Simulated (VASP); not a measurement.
# GaP (F-43m) in VASP: notebook, part 2 of 3

VASP 6.6.1. Earlier steps stand in the parts before.

**3. G0W0 quasiparticle levels, PBE**

POSCAR reads:

```
GaP
1.0
    0.0000000000      2.7252500000      2.7252500000
    2.7252500000      0.0000000000      2.7252500000
    2.7252500000      2.7252500000      0.0000000000
Ga P
1 1
Direct
    0.0000000000      0.0000000000      0.0000000000
    0.7500000000      0.7500000000      0.7500000000
```

INCAR.step1 reads:

```
ALGO = Fast
EDIFF = 1E-8
ENCUT = 450
GGA = PE
ISMEAR = 0
LASPH = T
LCHARG = F
LREAL = F
LWAVE = T
NELM = 100
PREC = Accurate
SIGMA = 0.01
```

INCAR.step2 reads:

```
ALGO = Exact
EDIFF = 1E-8
ENCUT = 450
GGA = PE
ISMEAR = 0
ISTART = 1
LASPH = T
LCHARG = F
LOPTICS = T
LREAL = F
LWAVE = T
NBANDS = 33
NELM = 1
PREC = Accurate
SIGMA = 0.01
```

INCAR.step3 reads:

```
ALGO = EVGW0
EDIFF = 1E-8
ENCUT = 450
ENCUTGW = 100
GGA = PE
ISMEAR = 0
ISTART = 1
LASPH = T
LCHARG = F
LREAL = F
LWAVE = F
NBANDS = 33
NBANDSGW = 17
NELMGW = 1
NOMEGA = 48
PREC = Accurate
PRECFOCK = Fast
SIGMA = 0.01
```

KPOINTS reads:

```
k-points
0
Gamma
  2 2 2
```

Potentials or basis: VASP PAW PBE potentials, release 64 (Ga_d_GW, P_GW).

Command:

```
cat potpaw_PBE.64/Ga_d_GW/POTCAR potpaw_PBE.64/P_GW/POTCAR > POTCAR
cp INCAR.step1 INCAR
mpirun -np 1 vasp_std > vasp.out
cp INCAR.step2 INCAR
mpirun -np 1 vasp_std > vasp.out
cp INCAR.step3 INCAR
mpirun -np 1 vasp_std > vasp.out
```

OUTCAR:

```text
EDIFF = 1E-8
   ENCUT = 450
   ENCUTGW = 100
   GGA = PE
   ISMEAR = 0
   ISTART = 1
   LASPH = T
   LREAL = F
   NELMGW = 1
   PREC = Accurate
   PRECFOCK = Fast

 Found      3 irreducible k-points:

 Following reciprocal coordinates:
            Coordinates               Weight
  0.000000  0.000000  0.000000      1.000000
  0.500000  0.000000  0.000000      4.000000
  0.500000  0.500000  0.000000      3.000000
   k-points           NKPTS =      3   k-points in BZ     NKDIM =      8   number of bands    NBANDS=     33
   number of dos      NEDOS =    301   number of ions     NIONS =      2
   total plane-waves  NPLWV =  21952
   dimension x,y,z NGX =    28 NGY =   28 NGZ =   28
   dimension x,y,z NGXF=    56 NGYF=   56 NGZF=   56
   ions per type =               1   1
   NGX,Y,Z   is equivalent  to a cutoff of  12.08, 12.08, 12.08 a.u.
   NGXF,Y,Z  is equivalent  to a cutoff of  24.16, 24.16, 24.16 a.u.
 SYSTEM =  unknown system
   PREC   = accura    normal or accurate (medium, high low for compatibility)
   ISTART =      1    job   : 0-new  1-cont  2-samecut
   ICHARG =      0    charge: 1-file 2-atom 10-const
   ISPIN  =      1    spin polarized calculation?
   LNONCOLLINEAR =      F non collinear calculations
   LSORBIT =      F    spin-orbit coupling
   LASPH  =      T    aspherical Exc in radial PAW
   ENCUT  =  450.0 eV  33.07 Ry    5.75 a.u.   6.67  6.67  6.67*2*pi/ulx,y,z
   NELM   =     60;   NELMIN=  2; NELMDL=  0     # of ELM steps
   EDIFF  = 0.1E-07   stopping-criterion for ELM
   LREAL  =      F    real-space projection
   EDIFFG = 0.1E-06   stopping-criterion for IOM
   NSW    =      0    number of steps for IOM
   IBRION =     -1    ionic relax: 0-MD 1-quasi-New 2-CG
   NFREE  =      0    steps in history (QN), initial steepest desc. (CG)
   ISIF   =      0    stress and relaxation
   ISYM   =      3    0-nonsym 1-usesym 2-fastsym
   POTIM  = 0.5000    time-step for ionic-motion
   TEBEG  =    0.0;   TEEND  =   0.0 temperature during run
   PSTRESS=    0.0 pullay stress
   NELECT =      18.0000    total number of electrons
   NUPDOWN=      -1.0000    fix difference up-down
   EMIN   =  10.00;   EMAX   =-10.00  energy-range for DOS
   EFERMI =   0.00;   METHOD = LEGACY
   ISMEAR =     0;   SIGMA  =   0.01  broadening in eV -4-tet -1-fermi 0-gaus
   EFERMI_NEDOS =   21; number of points for ismear=-14 and -15
   IALGO  =     38    algorithm
   IMIX   =      4    mixing-type and parameters
     AMIX     =   0.40;   BMIX     =  1.00
     AMIX_MAG =   1.60;   BMIX_MAG =  1.00
  volume/ion in A,a.u.               =      20.24       136.59
  Fermi-wavevector in a.u.,A,eV,Ry     =   1.249538  2.361284 21.243377  1.561344
  Thomas-Fermi vector in A             =   2.383574
   LORBIT       =      0    0 simple, 1 ext, 2 COOP (PROOUT), +10 PAW based schemes
   GGA     = PE    functional components
   LHFCALC =     T    Hartree Fock is set to
   PRECFOCK=fast      Normal, Fast or Accurate (Low or Medium for compatibility)
   ENCUT4O =  -1.0   cutoff for four orbital integrals eV
   NKREDX  =     1    reduce k-point grid by
   NKREDY  =     1    reduce k-point grid by
   NKREDZ  =     1    reduce k-point grid by
   AEXX    =    1.0000 exact exchange contribution
   HFSCREEN=    0.0000 screening length (either q_TF or 0.3 A-1)
   HFSCREENC=   0.0000 screening length for correlation (either q_TF or 0.3 A-1)
   ENCUTFOCK=  -1.0 apply spherical cutoff to Coloumb kernel
   IVDW    =     0    specifies the selected vdW correction
   LEPSILON=     F    determine dielectric tensor
   LRPA    =     F    only Hartree local field effects (RPA)
   LRPAFORCE           =     F    calculate RPA forces
   ENCUTGW             = 100.0    cutoff for response function in eV
   ENCUTGWSOFT         =  80.0    soft cutoff for Coulomb kernel in GW response function in eV
   ENCUTLF             =  -1.0    cutoff for local field effects
   NELMGW              =     1    number of iterations in solving QP/BSE equation
   NELMHF              =     1    number of iterations in the inner HF iteration
   NKREDLFX            =     1    NKREDLFY  =   1   NKREDLFZ  =   1
 non-spin polarized calculation
 Gauss-broadening in eV      SIGMA  =   0.01
  energy-cutoff  :      450.00
  volume of cell :       40.48
 maximum number of plane-waves:       893
 NGX is ok and might be reduce to    28
  NGX = 16; NGY = 16; NGZ = 16
   NGX = 13   NGY = 13   NGZ = 13
 maximum number of plane-waves:        92
 NGX is ok and might be reduce to    14

 QP shifts <psi_nk| G(iteration)W_0 |psi_nk>: iteration 1
 for sc-GW calculations column KS-energies equals QP-energies in previous step
 and V_xc(KS)=  KS-energies - (<T + V_ion + V_H > + <T+V_H+V_ion>^1  + <V_x>^1)

 k-point   1 :       0.0000    0.0000    0.0000
  band No.  KS-energies  QP-energies   sigma(KS)   V_xc(KS)     V^pw_x(r,r')   Z            occupation Imag(sigma)

      1     -10.1920     -13.0969     -25.8912     -21.6930     -35.0885       0.6919       2.0000       0.3863
      2     -10.1920     -13.0969     -25.8912     -21.6930     -35.0885       0.6919       2.0000       0.3863
      3     -10.1920     -13.0969     -25.8912     -21.6930     -35.0885       0.6919       2.0000       0.3863
      4     -10.1038     -13.0673     -26.0331     -21.7987     -35.1604       0.6999       2.0000       0.3427
      5     -10.1038     -13.0673     -26.0331     -21.7987     -35.1604       0.6999       2.0000       0.3427
      6      -7.8251      -7.9514     -11.5109     -11.3241     -18.4817       0.6757       2.0000       1.1183
[... 9 lines left out ...]
     16      14.2799      15.1701      -9.6968     -10.8104      -4.9366       0.7994       0.0000      -0.2692
     17      16.9524      17.1345      -7.7524      -7.9811      -2.2451       0.7962       0.0000      -0.6771
[... 25 lines left out ...]
      1     -10.2941     -13.1021     -25.4297     -21.3760     -34.6277       0.6927       2.0000       0.4431
      2     -10.1381     -13.0802     -25.9042     -21.6983     -35.0208       0.6995       2.0000       0.3468
      3     -10.1292     -13.0826     -26.0556     -21.8200     -35.2466       0.6973       2.0000       0.3747
      4     -10.1292     -13.0826     -26.0556     -21.8200     -35.2466       0.6973       2.0000       0.3747
      5     -10.0826     -13.0732     -26.0800     -21.8388     -35.2107       0.7051       2.0000       0.3368
      6      -4.7658      -5.1181     -13.0980     -12.6261     -19.0024       0.7468       2.0000       0.8050
[... 9 lines left out ...]
     16      17.5659      18.3963      -9.9998     -11.0488      -4.8289       0.7916       0.0000      -0.4792
     17      17.5659      18.3963      -9.9998     -11.0488      -4.8289       0.7916       0.0000      -0.4792
```

OUTCAR.step2:

```text
EDIFF = 1E-8
   ENCUT = 450
   GGA = PE
   ISMEAR = 0
[... 513 lines left out ...]
  --------------------------------------------------------------------------------------------------------------
     0.00000    61.38683    61.38683    61.38683    -0.00000    -0.00000    -0.00000
     0.64673    66.68132    66.68132    66.68132    -0.00000    -0.00000    -0.00000
     1.29347    95.77044    95.77044    95.77044     0.00000    -0.00000    -0.00000
     1.94020   -24.95088   -24.95088   -24.95088     0.00000    -0.00000    -0.00000
     2.58693   142.01902   142.01902   142.01902     0.00000    -0.00000    -0.00000
     3.23366   -18.95481   -18.95481   -18.95481    -0.00000     0.00000    -0.00000
[... 92 lines left out ...]
    63.37980     0.83861     0.83861     0.83861     0.00000     0.00000     0.00000
    64.02653     0.84212     0.84212     0.84212     0.00000     0.00000     0.00000
```

It took 21 s on 1 thread of Intel Xeon Platinum 8259CL at 2.50GHz (Skylake/Cascade Lake), shared host; peak memory 0.23 GiB.

These settings aren't checked as converged: the numbers below hold their error.

Results:

```yaml
Band_gap_on_the_k_mesh_mean-field_level: 1.46 eV, indirect (least direct gap 1.76 eV)
Quasiparticle_gap: 1.68 eV
Least_direct_quasiparticle_gap: 2.73 eV
```

Caveat: the k mesh is coarse (spacing up to 1.00 Å⁻¹), so the values aren't converged; bands, screening cutoff and mesh are small and nothing is extrapolated, so the quasiparticle values aren't converged.

**4. G0W0 quasiparticle levels, PBE**

POSCAR is that of step 3.

INCAR.step1 is that of step 3.

INCAR.step2, as its differences from that of step 3:

```diff
@@ -11,3 +11,3 @@
 LWAVE = T
-NBANDS = 33
+NBANDS = 57
 NELM = 1
```

INCAR.step3, as its differences from that of step 3:

```diff
@@ -3,3 +3,3 @@
 ENCUT = 450
-ENCUTGW = 100
+ENCUTGW = 150
 GGA = PE
@@ -11,3 +11,3 @@
 LWAVE = F
-NBANDS = 33
+NBANDS = 57
 NBANDSGW = 17
```

KPOINTS is that of step 3.

Potentials or basis: VASP PAW PBE potentials, release 64 (Ga_d_GW, P_GW).

Command:

```
cat potpaw_PBE.64/Ga_d_GW/POTCAR potpaw_PBE.64/P_GW/POTCAR > POTCAR
cp INCAR.step1 INCAR
mpirun -np 1 vasp_std > vasp.out
cp INCAR.step2 INCAR
mpirun -np 1 vasp_std > vasp.out
cp INCAR.step3 INCAR
mpirun -np 1 vasp_std > vasp.out
```

OUTCAR:

```text
EDIFF = 1E-8
   ENCUT = 450
   ENCUTGW = 150
   GGA = PE
   ISMEAR = 0
   ISTART = 1
   LASPH = T
   LREAL = F
   NELMGW = 1
   PREC = Accurate
   PRECFOCK = Fast

 Found      3 irreducible k-points:

 Following reciprocal coordinates:
            Coordinates               Weight
  0.000000  0.000000  0.000000      1.000000
  0.500000  0.000000  0.000000      4.000000
  0.500000  0.500000  0.000000      3.000000
   k-points           NKPTS =      3   k-points in BZ     NKDIM =      8   number of bands    NBANDS=     57
[... 58 lines left out ...]
   ENCUTGWSOFT         = 120.0    soft cutoff for Coulomb kernel in GW response function in eV
   ENCUTLF             =  -1.0    cutoff for local field effects
   NELMGW              =     1    number of iterations in solving QP/BSE equation
   NELMHF              =     1    number of iterations in the inner HF iteration
   NKREDLFX            =     1    NKREDLFY  =   1   NKREDLFZ  =   1
 non-spin polarized calculation
 Gauss-broadening in eV      SIGMA  =   0.01
  energy-cutoff  :      450.00
  volume of cell :       40.48
 maximum number of plane-waves:       893
 NGX is ok and might be reduce to    28
  NGX = 16; NGY = 16; NGZ = 16
   NGX = 13   NGY = 13   NGZ = 13
 maximum number of plane-waves:       174

 QP shifts <psi_nk| G(iteration)W_0 |psi_nk>: iteration 1
 for sc-GW calculations column KS-energies equals QP-energies in previous step
 and V_xc(KS)=  KS-energies - (<T + V_ion + V_H > + <T+V_H+V_ion>^1  + <V_x>^1)

 k-point   1 :       0.0000    0.0000    0.0000
  band No.  KS-energies  QP-energies   sigma(KS)   V_xc(KS)     V^pw_x(r,r')   Z            occupation Imag(sigma)

      1     -10.1920     -12.4500     -24.9424     -21.6930     -35.0885       0.6949       2.0000       0.3544
      2     -10.1920     -12.4500     -24.9424     -21.6930     -35.0885       0.6949       2.0000       0.3544
      3     -10.1920     -12.4500     -24.9424     -21.6930     -35.0885       0.6949       2.0000       0.3544
      4     -10.1038     -12.3727     -25.0643     -21.7987     -35.1604       0.6948       2.0000       0.3190
      5     -10.1038     -12.3727     -25.0643     -21.7987     -35.1604       0.6948       2.0000       0.3190
      6      -7.8251      -8.1423     -11.7921     -11.3241     -18.4817       0.6777       2.0000       1.0808
[... 38 lines left out ...]
      3     -10.1292     -12.4186     -25.0915     -21.8200     -35.2466       0.6998       2.0000       0.3432
      4     -10.1292     -12.4186     -25.0915     -21.8200     -35.2466       0.6998       2.0000       0.3432
      5     -10.0826     -12.3714     -25.1078     -21.8388     -35.2107       0.7002       2.0000       0.3118
      6      -4.7658      -5.2870     -13.3459     -12.6261     -19.0024       0.7241       2.0000       0.7937
[... 9 lines left out ...]
     16      17.5659      18.0093     -10.4855     -11.0488      -4.8289       0.7870       0.0000      -0.4614
     17      17.5659      18.0093     -10.4855     -11.0488      -4.8289       0.7870       0.0000      -0.4614
```

Run time: 23 s. Hardware: 1 thread of Intel Xeon Platinum 8259CL at 2.50GHz (Skylake/Cascade Lake), shared host; peak memory 0.23 GiB.

The run converged, but some of its settings lie outside the range that counts as converged, so its numbers aren't taken as properties of the crystal.

Results:

```
Band gap on the k mesh, mean-field level : 1.46 eV, indirect (least direct gap 1.76 eV)
Quasiparticle gap                        : 1.74 eV
Least direct quasiparticle gap           : 2.71 eV
```

Caveat: the k mesh is coarse (spacing up to 1.00 Å⁻¹), so the values aren't converged; bands, screening cutoff and mesh are small and nothing is extrapolated, so the quasiparticle values aren't converged.

(Part 2 of 3 ends here.)
